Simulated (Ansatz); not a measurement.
Relaxing gallium (fcc)

All numbers below come from DFT, r2SCAN, plane waves (500 eV) with PAW, scalar-relativistic in Ansatz. (PAW data from PBE, frozen cores regenerated.)

k-point mesh 13×13×13, Fermi-Dirac smearing 0.1 eV, no spin polarisation. Cell and atoms relax.

Starting structure:

```cif
data_structure
_symmetry_space_group_name_H-M 'P 1'
_symmetry_Int_Tables_number 1
_cell_length_a 3.0261
_cell_length_b 3.0261
_cell_length_c 3.0261
_cell_angle_alpha 60.000
_cell_angle_beta 60.000
_cell_angle_gamma 60.000
_cell_volume 19.59
loop_
_atom_site_label
_atom_site_type_symbol
_atom_site_fract_x
_atom_site_fract_y
_atom_site_fract_z
_atom_site_occupancy
Ga1 Ga 0.00000 0.00000 0.00000 1
```

Problem. What cell does the relaxation end in?

Solution. Fm-3m with a = 4.154 Å; 17.92 Å³ per atom against 19.59 at the start (-8.5 %).

Problem. How much energy does the relaxation gain?

Solution. 24.0 meV per atom.

Path of the relaxation (the plane waves are chosen anew near the end, which can shift the energy a little):

```json
{"step": "0", "E − E(final) (meV/atom)": "23.96", "V (Å³/atom)": "19.595", "P (GPa)": "-4.22", "max force (eV/Å)": "0.000"}
{"step": "1", "E − E(final) (meV/atom)": "-0.40", "V (Å³/atom)": "18.009", "P (GPa)": "-0.24", "max force (eV/Å)": "0.000"}
{"step": "2", "E − E(final) (meV/atom)": "-0.49", "V (Å³/atom)": "17.922", "P (GPa)": "0.04", "max force (eV/Å)": "0.000"}
{"step": "3", "E − E(final) (meV/atom)": "0.00", "V (Å³/atom)": "17.922", "P (GPa)": "0.00", "max force (eV/Å)": "0.000"}
```
